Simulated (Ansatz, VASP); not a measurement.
## SiNi2: VASP beside Ansatz

```
CELL_PARAMETERS angstrom
3.91075 0.00000 0.00000
-1.95538 3.38681 0.00000
0.00000 0.00000 4.99207
ATOMIC_POSITIONS crystal
Si 0.33333 0.66667 0.75000
Si 0.66667 0.33333 0.25000
Ni 0.00000 0.00000 0.00000
Ni 0.00000 0.00000 0.50000
Ni 0.33333 0.66667 0.25000
Ni 0.66667 0.33333 0.75000
```

Alike in both runs: functional PBE; k mesh 6 × 6 × 4; occupations gaussian, width 0.1 eV; no spin polarisation.

Ansatz relaxed the structure, and its values are those at the end. VASP's run is a single point on that final structure, the one shown.

|  | VASP | Ansatz |
| --- | --- | --- |
| version | VASP 6.6.1 | Ansatz 0.2.0 |
| potentials or method | VASP PAW PBE potentials, release 64 (Si, Ni) | scalar-relativistic, plane waves, PAW |
| plane-wave cutoff (eV) | 520 | 420 |
| valence electrons in the cell | 48 | 80 |

```tsv
	VASP	Ansatz	Ansatz less VASP
gap on the k mesh at the Fermi level (eV)	none	none	-
pressure (GPa)	0.1	0.0	-0.05
```

A gap of «none» marks a metal or a gap that the smearing closes. The two sets of potentials don't hold the same shells in valence.

Spin polarisation is off, so any magnetic state and its effect on volume and gap are missing.
